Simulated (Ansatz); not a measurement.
ZnO:

```
CELL_PARAMETERS angstrom
2.68821 0.00000 0.00000
0.00000 2.68821 0.00000
0.00000 0.00000 2.68821
ATOMIC_POSITIONS crystal
Zn 0.00000 0.00000 0.00000
O 0.50000 0.50000 0.50000
```

The cell was built by a generator and needn't be a form met in nature.

```yaml
Program: Ansatz 0.2.0
Task: relaxation of cell and atoms
Functional: HSEsol
Potentials_or_basis: Ansatz PAW
Cutoff: "420 eV (not typed: the program's choice for these potentials)"
k_mesh: 5 × 5 × 5
Occupations: fermi-dirac, width 0.05 eV
Spin: no spin polarisation
```

At the start: volume 9.71 Å³/atom.

How do energy, volume and symmetry change on relaxing?

It ends after 7 steps and the volume is 8.98 Å³/atom (-7.6 %); space group Pm-3m (No. 221, to 0.05 Å).

The path:
```
step  energy change (eV)  largest force (eV/Å)  volume (Å³)
   1              0.0000                0.0000        19.43
   2             -0.0614                0.0000        18.46
   3             -0.0716                0.0000        17.92
   4             -0.0715                0.0000        17.98
   5             -0.0667                0.0000        17.98
   6             -0.0669                0.0000        17.95
   7             -0.0669                0.0000        17.95
```

Final structure:
```
Zn O
1.0
     2.61845    0.00000    0.00000
     0.00000    2.61845    0.00000
     0.00000    0.00000    2.61845
Zn O
1 1
Cartesian
  0.0000 0.0000 0.0000
  1.3092 1.3092 1.3092
```

Caveat: the k mesh is coarse (spacing up to 0.47 Å⁻¹), so the values aren't converged, least of all with exact exchange; the plane-wave basis is chosen anew once the cell has moved, so the energies of steps on either side of that aren't comparable; the pressure holds a Pulay correction of +0.7 GPa for the finite cutoff; the PAW data sets come from PBE, with cores solved anew for the run's functional, which leaves a small shift of forces and pressure.
